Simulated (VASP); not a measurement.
# Cu in VASP: further runs

Runs on Cu. Level: PBE. Tasks: relaxation of cell and atoms, single point.

Everything below comes from runs of VASP 6.6.1. Logs are shortened: lines on timing, memory, paths and dates and some standing lists are left out, and cuts for length are marked.

### 1 The undisturbed crystal

The cell holds a slab with vacuum, 6 atoms: a = 2.542 Å, b = 2.542 Å, c = 24.738 Å, α = 90.00°, β = 90.00°, γ = 120.00°.

The slab is cut from a database's or a generator's crystal, which needn't be the stable form of the element.

### 2 Relaxation of cell and atoms, PBE (random cell with space group I4/mmm (No. 139))

File INCAR:

```
SYSTEM = Cu
  PREC = Accurate
  ENCUT = 600
  EDIFF = 1E-6
  ISMEAR = 0
  SIGMA = 0.1
  LREAL = .FALSE.
  LASPH = .TRUE.
  NELM = 100
  ALGO = Normal
  ISIF = 3
  LWAVE = .FALSE.
  LCHARG = .FALSE.
  GGA = PE
  IBRION = 2
  NSW = 90
  EDIFFG = -0.04
```

File KPOINTS:

```
Automatic mesh
0
G
  6 6 6
  0 0 0
```

File POSCAR:

```
Cu
1.0
   -2.6694359514      2.6694359514      2.3991047701
    2.6694359514     -2.6694359514      2.3991047701
    2.6694359514      2.6694359514     -2.3991047701
Cu
5
Direct
    0.1666700000      0.1666700000      0.3333400000
    0.8333300000      0.1666700000      0.0000000000
    0.8333300000      0.8333300000      0.6666600000
    0.1666700000      0.8333300000      0.0000000000
    0.5000000000      0.5000000000      0.0000000000
```

Potentials or basis: VASP PAW PBE potentials, release 64 (Cu).

Started as:

```sh
$ cat potpaw_PBE.64/Cu/POTCAR > POTCAR
$ mpirun -np 1 vasp_std > vasp.out
```

OUTCAR:

```text
SYSTEM = Cu
   PREC = Accurate
   ENCUT = 600
   EDIFF = 1E-6
   ISMEAR = 0
   LREAL = .FALSE.
   LASPH = .TRUE.
   NELM = 100
   ISIF = 3
   GGA = PE
   IBRION = 2
   NSW = 90
   EDIFFG = -0.04

 ion  position               nearest neighbor table
   1  0.167  0.167  0.333-   2 1.78   4 1.78   5 2.52   3 2.52   3 2.71   3 2.71   5 2.71   5 2.71

   2  0.833  0.167  0.000-   1 1.78   3 1.78   5 2.52   4 2.52   4 2.71   4 2.71   5 2.71   5 2.71

   3  0.833  0.833  0.667-   2 1.78   4 1.78   5 2.52   1 2.52   1 2.71   1 2.71   5 2.71   5 2.71

   4  0.167  0.833  0.000-   1 1.78   3 1.78   5 2.52   2 2.52   2 2.71   2 2.71   5 2.71   5 2.71

   5  0.500  0.500  0.000-   2 2.52   4 2.52   3 2.52   1 2.52   1 2.71   3 2.71   4 2.71   2 2.71
                             4 2.71   2 2.71   1 2.71   3 2.71

  LATTYP: Found a body centered tetragonal cell.
 ALAT       =     5.3388719028
 C/A-ratio  =     0.8987309731

  Lattice vectors:

 A1 = (  -2.6694359514,   2.6694359514,   2.3991047701)
 A2 = (   2.6694359514,  -2.6694359514,   2.3991047701)
 A3 = (   2.6694359514,   2.6694359514,  -2.3991047701)

Analysis of symmetry for initial positions (statically):
=====================================================================
 Subroutine PRICEL returns:
 Original cell was already a primitive cell.

 Routine SETGRP: Setting up the symmetry group for a
 body centered tetragonal supercell.

 Subroutine GETGRP returns: Found 16 space group operations
 (whereof 16 operations were pure point group operations)
 out of a pool of 16 trial point group operations.

The static configuration has the point symmetry D_4h.

Analysis of symmetry for dynamics (positions and initial velocities):
=====================================================================
 Subroutine PRICEL returns:
 Original cell was already a primitive cell.

 Routine SETGRP: Setting up the symmetry group for a
 body centered tetragonal supercell.

 Subroutine GETGRP returns: Found 16 space group operations
 (whereof 16 operations were pure point group operations)
 out of a pool of 16 trial point group operations.

The dynamic configuration has the point symmetry D_4h.

 Subroutine INISYM returns: Found 16 space group operations
 (whereof 16 operations are pure point group operations),
 and found     1 'primitive' translations

----------------------------------------------------------------------------------------

                                     Primitive cell

  volume of cell :      68.3830

  direct lattice vectors                    reciprocal lattice vectors
    -2.669435951  2.669435951  2.399104770     0.000000000  0.187305487  0.208411073
     2.669435951 -2.669435951  2.399104770     0.187305487  0.000000000  0.208411073
     2.669435951  2.669435951 -2.399104770     0.187305487  0.187305487  0.000000000

  length of vectors
     4.472972199  4.472972199  4.472972199     0.280211564  0.280211564  0.264889960

  position of ions in fractional coordinates (direct lattice)
     0.166670000  0.166670000  0.333340000
     0.833330000  0.166670000  0.000000000
     0.833330000  0.833330000  0.666660000
     0.166670000  0.833330000  0.000000000
     0.500000000  0.500000000  0.000000000

  ion indices of the primitive-cell ions
   primitive index   ion index
                 1           1
                 2           2
                 3           3
                 4           4
                 5           5

----------------------------------------------------------------------------------------

 KPOINTS: Automatic mesh

Automatic generation of k-mesh.
 Grid dimensions read from file:
 generate k-points for:    6    6    6

 Generating k-lattice:

  Cartesian coordinates                     Fractional coordinates (reciprocal lattice)
     0.000000000  0.031217581  0.034735179     0.166666667  0.000000000  0.000000000
     0.031217581  0.000000000  0.034735179     0.000000000  0.166666667  0.000000000
     0.031217581  0.031217581  0.000000000     0.000000000  0.000000000  0.166666667

  Length of vectors
     0.046701927  0.046701927  0.044148327

  Shift w.r.t. Gamma in fractional coordinates (k-lattice)
     0.000000000  0.000000000  0.000000000

 Subroutine IBZKPT returns following result:
 ===========================================

 Found     30 irreducible k-points:

 Following reciprocal coordinates:
            Coordinates               Weight
  0.000000  0.000000  0.000000      1.000000
  0.166667  0.000000  0.000000      8.000000
  0.333333  0.000000  0.000000      8.000000
  0.500000  0.000000  0.000000      4.000000
  0.166667  0.166667 -0.000000      8.000000
  0.333333  0.166667 -0.000000     16.000000
[... 16 lines left out ...]
 -0.333333 -0.333333  0.166667      8.000000
 -0.166667 -0.333333  0.166667      8.000000
 [... further k-points ...]
   k-points           NKPTS =     30   k-points in BZ     NKDIM =     30   number of bands    NBANDS=     33
   number of dos      NEDOS =    301   number of ions     NIONS =      5
   total plane-waves  NPLWV =  46656
   dimension x,y,z NGX =    36 NGY =   36 NGZ =   36
   dimension x,y,z NGXF=    72 NGYF=   72 NGZF=   72
   ions per type =               5
   NGX,Y,Z   is equivalent  to a cutoff of  13.38, 13.38, 13.38 a.u.
   NGXF,Y,Z  is equivalent  to a cutoff of  26.76, 26.76, 26.76 a.u.
 SYSTEM =  Cu
   PREC   = accura    normal or accurate (medium, high low for compatibility)
   ISTART =      0    job   : 0-new  1-cont  2-samecut
   ICHARG =      2    charge: 1-file 2-atom 10-const
   ISPIN  =      1    spin polarized calculation?
   LNONCOLLINEAR =      F non collinear calculations
   LSORBIT =      F    spin-orbit coupling
   LASPH  =      T    aspherical Exc in radial PAW
   ENCUT  =  600.0 eV  44.10 Ry    6.64 a.u.   8.93  8.93  8.93*2*pi/ulx,y,z
   NELM   =    100;   NELMIN=  2; NELMDL= -5     # of ELM steps
   EDIFF  = 0.1E-05   stopping-criterion for ELM
   LREAL  =      F    real-space projection
   EDIFFG = -.4E-01   stopping-criterion for IOM
   NSW    =     90    number of steps for IOM
   IBRION =      2    ionic relax: 0-MD 1-quasi-New 2-CG
   NFREE  =      1    steps in history (QN), initial steepest desc. (CG)
   ISIF   =      3    stress and relaxation
   ISYM   =      2    0-nonsym 1-usesym 2-fastsym
   POTIM  = 0.5000    time-step for ionic-motion
   TEBEG  =    0.0;   TEEND  =   0.0 temperature during run
   PSTRESS=    0.0 pullay stress
   NELECT =      55.0000    total number of electrons
   NUPDOWN=      -1.0000    fix difference up-down
   EMIN   =  10.00;   EMAX   =-10.00  energy-range for DOS
   EFERMI =   0.00;   METHOD = LEGACY
   ISMEAR =     0;   SIGMA  =   0.10  broadening in eV -4-tet -1-fermi 0-gaus
   EFERMI_NEDOS =   21; number of points for ismear=-14 and -15
   IALGO  =     38    algorithm
   IMIX   =      4    mixing-type and parameters
     AMIX     =   0.40;   BMIX     =  1.00
     AMIX_MAG =   1.60;   BMIX_MAG =  1.00
  volume/ion in A,a.u.               =      13.68        92.29
  Fermi-wavevector in a.u.,A,eV,Ry     =   1.522462  2.877035 31.536795  2.317889
  Thomas-Fermi vector in A             =   2.631038
   LORBIT       =      0    0 simple, 1 ext, 2 COOP (PROOUT), +10 PAW based schemes
   GGA     = PE    functional components
   LHFCALC =     F    Hartree Fock is set to
   AEXX    =    0.0000 exact exchange contribution
   IVDW    =     0    specifies the selected vdW correction
   LEPSILON=     F    determine dielectric tensor
   LRPA    =     F    only Hartree local field effects (RPA)
 conjugate gradient relaxation of ions
 non-spin polarized calculation
 Gauss-broadening in eV      SIGMA  =   0.10
  energy-cutoff  :      600.00
  volume of cell :       68.38
 maximum number of plane-waves:      2306
   NGX = 17   NGY = 17   NGZ = 17

--------------------------------------- Ionic step        1  -------------------------------------------

 number of electron      55.0000005 magnetization

 Free energy of the ion-electron system (eV)
  ---------------------------------------------------
  ext. energy  EPLUGINS =         0.00000000
  ---------------------------------------------------
  free energy    TOTEN  =        -6.55178699 eV

  energy without entropy =       -6.54410374  energy(sigma->0) =       -6.54794537

------------------------ aborting loop because EDIFF is reached ----------------------------------------

  FORCE on cell =-STRESS in cart. coord.  units (eV):
  Direction    XX          YY          ZZ          XY          YZ          ZX
  --------------------------------------------------------------------------------------
  -------------------------------------------------------------------------------------
  Total       44.8300829     44.8300829     -5.8212429      0.0000000      0.0000000      0.0000000
  in kB     1050.3448466   1050.3448466   -136.3886055      0.0000000      0.0000000      0.0000000
  external PRESSURE =     654.7670292 kB  Pullay stress =       0.0000000 kB
[... 1845 lines left out ...]
     32       7.1203      0.00000
     33       9.0383      0.00000

 [... further k-points ...]

[... ionic steps 4 to 13 ...]

--------------------------------------- Ionic step       14  -------------------------------------------

 number of electron      54.9999993 magnetization

------------------------ aborting loop because EDIFF is reached ----------------------------------------

  FORCE on cell =-STRESS in cart. coord.  units (eV):
  Direction    XX          YY          ZZ          XY          YZ          ZX
  --------------------------------------------------------------------------------------
  -------------------------------------------------------------------------------------
  Total       -0.1645609     -0.1645609      0.0774140      0.0000000     -0.0000000      0.0000000
  in kB       -3.4986584     -3.4986584      1.6458654      0.0000000     -0.0000000      0.0000000
  external PRESSURE =      -1.7838171 kB  Pullay stress =       0.0000000 kB
[... 63 lines left out ...]
  energy  without entropy=      -16.2586303869  energy(sigma->0) =      -16.26357169

--------------------------------------- Ionic step       16  -------------------------------------------

 number of electron      54.9999992 magnetization

 Free energy of the ion-electron system (eV)
  ---------------------------------------------------
  ext. energy  EPLUGINS =         0.00000000
  ---------------------------------------------------
  free energy    TOTEN  =       -16.26908041 eV

  energy without entropy =      -16.25986063  energy(sigma->0) =      -16.26447052

 E-fermi :   4.8566     XC(G=0): -11.1815

 val. band max:        4.8560405180   @ k =  -0.1667   0.3333   0.1667
 cond. band min:       4.9170994929   @ k =  -0.1667   0.3333   0.1667
 fundamental gap:      0.0610589749
 Fermi energy:         4.8565705492

 k-point     1 :       0.0000    0.0000    0.0000
  band No.  band energies     occupation
      1      -2.9524      2.00000
      2       1.0340      2.00000
      3       1.1791      2.00000
      4       1.1803      2.00000
      5       1.2012      2.00000
      6       1.3625      2.00000
[... 887 lines left out ...]
  FREE ENERGIE OF THE ION-ELECTRON SYSTEM (eV)
  ---------------------------------------------------
  free  energy   TOTEN  =       -16.2690804062 eV

  energy  without entropy=      -16.2598606292  energy(sigma->0) =      -16.26447052

 reached required accuracy - stopping structural energy minimisation
```

Wall time 12 min (1 thread of AMD EPYC 9R45 (Zen 5), shared host); peak memory 0.21 GiB.

Results:

```
Free energy                            : -16.2691 eV
Relaxed volume                         : 15.02 Å³/atom
Relaxed cell                           : a = 4.679 Å, b = 4.679 Å, c = 4.679 Å, α = 102.82°, β = 102.82°, γ = 123.80°
Space group after relaxing (to 0.05 Å) : I4/mmm (No. 139)
Energy gained by relaxing              : 1943.5 meV/atom
Ionic steps                            : 16
Pressure after relaxing                : 0.2 GPa
Largest force after relaxing           : 0.018 eV/Å
Band gap on the k mesh                 : none (metal or under the smearing width)
```

Forces on the atoms (eV/Å):
```
Cu   0.013  0.013  0.000
Cu   0.013 -0.013  0.000
Cu  -0.013 -0.013  0.000
Cu  -0.013  0.013  0.000
Cu   0.000  0.000  0.000
```

Step by step:
```tsv
step	energy change (eV)	largest force (eV/Å)	pressure (GPa)	volume (Å³)
1	0.0000	18.6071	65.48	68.38
2	-5.8052	0.1840	-3.05	132.45
3	-5.8648	0.1452	-3.07	130.49
4	-5.9210	0.1108	-2.75	128.58
5	-7.0410	0.6013	-4.21	104.42
6	-8.9225	1.0840	-6.60	85.62
7	-9.4806	0.1347	-2.13	76.80
8	-9.4808	0.2928	-2.93	77.50
9	-9.4823	0.2219	-2.57	77.17
10	-9.6350	0.3525	-0.10	74.97
11	-9.6632	0.4497	1.29	73.85
12	-9.6639	0.4736	1.65	73.61
13	-9.7040	0.2558	0.47	74.54
14	-9.7164	0.0757	-0.18	75.36
15	-9.7167	0.0458	-0.39	75.50
16	-9.7173	0.0184	0.15	75.09
```

Final structure:
```xyz
5
Lattice="-2.9185 2.9185 2.2038 2.9185 -2.9185 2.2038 2.9185 2.9185 -2.2038" Properties=species:S:1:pos:R:3 pbc="T T T"
Cu    1.1718    1.1718    0.0000
Cu   -1.7467    1.7467    2.2038
Cu    1.7467    1.7467    2.2038
Cu    1.7467   -1.7467    2.2038
Cu    0.0000    0.0000    2.2038
```

Levels at points of the mesh, in eV from the Fermi level:
| k point | band 23 | band 24 | band 25 | band 26 | band 27 | band 28 | band 29 | band 30 | band 31 | band 32 |
| --- | --- | --- | --- | --- | --- | --- | --- | --- | --- | --- |
| (0.00, 0.00, 0.00) | -1.58 | -1.58 | -1.29 | -1.28 | 1.50 | 1.50 | 3.32 | 4.77 | 4.80 | 4.80 |
| (0.50, 0.00, 0.00) | -1.46 | -1.35 | -1.29 | -1.21 | -1.21 | 0.45 | 0.94 | 1.68 | 2.59 | 4.58 |
| (0.50, 0.50, 0.00) | -1.51 | -1.50 | -1.43 | -1.36 | -1.33 | 2.45 | 4.01 | 4.30 | 4.33 | 4.71 |
| (0.50, 0.50, 0.50) | -1.41 | -1.31 | -1.27 | -1.09 | -0.58 | -0.58 | -0.22 | -0.22 | 3.47 | 7.80 |

### 3 Single point, PBE (random cell with space group I4/mmm (No. 139))

File INCAR:

```
PREC = Accurate
ENCUT = 520
EDIFF = 1E-6
ISMEAR = 0
SIGMA = 0.1
LREAL = F
LASPH = T
NELM = 100
ALGO = Fast
ISIF = 2
LWAVE = F
LCHARG = F
GGA = PE
NBANDS = 36
```

File KPOINTS:

```
Automatic mesh
0
Gamma
  10 10 10
```

File POSCAR:

```
Cu
1.0
   -2.9216786711      2.9216786711      2.1964357541
    2.9216786711     -2.9216786711      2.1964357541
    2.9216786711      2.9216786711     -2.1964357541
Cu
5
Direct
    0.2006603779      0.2006603779      0.4013207558
    0.7993396221      0.2006603779      0.0000000000
    0.7993396221      0.7993396221      0.5986792442
    0.2006603779      0.7993396221      0.0000000000
    0.5000000000      0.5000000000      0.0000000000
```

Potentials or basis: VASP PAW PBE potentials, release 64 (Cu).

Started as:

```sh
$ cat potpaw_PBE.64/Cu/POTCAR > POTCAR
$ mpirun -np 1 vasp_std > vasp.out
```

OUTCAR:

```text
PREC = Accurate
   ENCUT = 520
   EDIFF = 1E-6
   ISMEAR = 0
   LREAL = F
   LASPH = T
   NELM = 100
   ISIF = 2
   GGA = PE

 ion  position               nearest neighbor table
   1  0.201  0.201  0.401-   3 2.34   3 2.34   2 2.35   4 2.35   5 2.47   5 2.75   5 2.75
   2  0.799  0.201  0.000-   4 2.34   4 2.34   3 2.35   1 2.35   5 2.47   5 2.75   5 2.75
   3  0.799  0.799  0.599-   1 2.34   1 2.34   4 2.35   2 2.35   5 2.47   5 2.75   5 2.75
   4  0.201  0.799  0.000-   2 2.34   2 2.34   3 2.35   1 2.35   5 2.47   5 2.75   5 2.75
   5  0.500  0.500  0.000-   3 2.47   2 2.47   4 2.47   1 2.47   1 2.75   4 2.75   3 2.75   2 2.75
                             1 2.75   4 2.75   2 2.75   3 2.75

  LATTYP: Found a body centered tetragonal cell.
 ALAT       =     5.8433573422
 C/A-ratio  =     0.7517718412

  Lattice vectors:

 A1 = (  -2.9216786711,   2.9216786711,   2.1964357541)
 A2 = (   2.9216786711,  -2.9216786711,   2.1964357541)
 A3 = (   2.9216786711,   2.9216786711,  -2.1964357541)

Analysis of symmetry for initial positions (statically):
=====================================================================
 Subroutine PRICEL returns:
[... 182 lines left out ...]
 cond. band min:       4.9345376147   @ k =   0.5000   0.5000   0.4000
 fundamental gap:      0.0404679226
 Fermi energy:         4.8942206051

 k-point     1 :       0.0000    0.0000    0.0000
  band No.  band energies     occupation
      1      -2.9506      2.00000
      2       1.0303      2.00000
      3       1.1900      2.00000
      4       1.1919      2.00000
      5       1.2077      2.00000
      6       1.3670      2.00000
[... 925 lines left out ...]
     35      14.1098      0.00000
     36      14.9760      0.00000

 [... further k-points ...]

------------------------ aborting loop because EDIFF is reached ----------------------------------------

  FORCE on cell =-STRESS in cart. coord.  units (eV):
  Direction    XX          YY          ZZ          XY          YZ          ZX
  --------------------------------------------------------------------------------------
  -------------------------------------------------------------------------------------
  Total        0.1947410      0.1947410      0.2509737      0.0000000      0.0000000      0.0000000
  in kB        4.1602995      4.1602995      5.3616115      0.0000000      0.0000000      0.0000000
  external PRESSURE =       4.5607368 kB  Pullay stress =       0.0000000 kB

 VOLUME and BASIS-vectors are now :
 -----------------------------------------------------------------------------
  energy-cutoff  :      520.00
  volume of cell :       75.00
      direct lattice vectors                 reciprocal lattice vectors
    -2.921678671  2.921678671  2.196435754     0.000000000  0.171134494  0.227641532
     2.921678671 -2.921678671  2.196435754     0.171134494  0.000000000  0.227641532
     2.921678671  2.921678671 -2.196435754     0.171134494  0.171134494  0.000000000

 POSITION                                       TOTAL-FORCE (eV/Angst)
 -----------------------------------------------------------------------------------
      1.17253      1.17253      0.00000         0.004822      0.004822     -0.000000
     -1.74915      1.74915      2.19644         0.004822     -0.004822     -0.000000
      1.74915      1.74915      2.19644        -0.004822     -0.004822      0.000000
      1.74915     -1.74915      2.19644        -0.004822      0.004822     -0.000000
      0.00000      0.00000      2.19644        -0.000000     -0.000000     -0.000000
 -----------------------------------------------------------------------------------
    total drift:                                0.000000      0.000000     -0.000000

  FREE ENERGIE OF THE ION-ELECTRON SYSTEM (eV)
  ---------------------------------------------------
  free  energy   TOTEN  =       -16.2521530356 eV

  energy  without entropy=      -16.2440632611  energy(sigma->0) =      -16.24810815
```

It took 3.6 min on 1 thread of AMD EPYC 9R45 (Zen 5), shared host; peak memory 0.3 GiB.

What came out:

```yaml
Free_energy: -16.2522 eV
Pressure: 0.5 GPa
Largest_force: 0.007 eV/Å
Band_gap_on_the_k_mesh: none (metal or under the smearing width)
```

Forces in eV/Å, atoms in the order of the input:
```
Cu   0.005  0.005  0.000
Cu   0.005 -0.005  0.000
Cu  -0.005 -0.005  0.000
Cu  -0.005  0.005  0.000
Cu   0.000  0.000  0.000
```

Stress tensor (GPa, compression positive):
```
0.42 0.00 0.00
0.00 0.42 0.00
0.00 0.00 0.54
```

Levels at points of the mesh, in eV from the Fermi level:
```csv
k point,band 23,band 24,band 25,band 26,band 27,band 28,band 29,band 30,band 31,band 32
"(0.00, 0.00, 0.00)",-1.60,-1.60,-1.32,-1.31,1.45,1.45,3.27,4.78,4.80,4.80
"(0.50, 0.00, 0.00)",-1.48,-1.37,-1.31,-1.24,-1.23,0.42,0.91,1.65,2.57,4.54
"(0.50, 0.50, 0.00)",-1.54,-1.52,-1.46,-1.39,-1.36,2.45,3.96,4.30,4.36,4.74
"(0.50, 0.50, 0.50)",-1.44,-1.33,-1.30,-1.13,-0.61,-0.61,-0.25,-0.22,3.51,7.79
```
